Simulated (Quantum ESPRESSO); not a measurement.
The system is V.

```
CELL_PARAMETERS angstrom
2.60429 0.00000 0.00000
-1.30215 2.25538 0.00000
0.00000 0.00000 4.72334
ATOMIC_POSITIONS crystal
V 0.33333 0.66667 0.25000
V 0.66667 0.33333 0.75000
```

This isn't the form of V at room conditions, which is bcc.

Base run:

```yaml
Program: Quantum ESPRESSO 7.5
Functional: PBEsol
Potentials_or_basis: GBRV 1.5 PBEsol
Cutoff: 612 eV
Density_cutoff: 4898 eV
k_mesh: 12 × 12 × 6
Occupations: fermi-dirac, width 0.05 eV
Spin: collinear spin, antiferromagnetic start
Starting_moments: "[2.0, -2.0] μB"
Hubbard_terms: V d U = 3 eV
```

Its results: band gap on the k mesh none (metal or under the smearing width); pressure 28.7 GPa; net moment 0.00 μB per cell.

Question: The run is repeated on the same cell with these changes: hubbard terms from V d U = 3 eV to none. What comes out?

Answer: Band gap on the k mesh none (metal or under the smearing width); pressure -7.4 GPa; net moment 0.00 μB per cell.

Caveats: a pressure of tens of GPa on the cell as given is suspect, and the run, the potentials or the cell itself is likely at fault (some runs); the U is typed as a test and isn't derived for this compound (some runs).
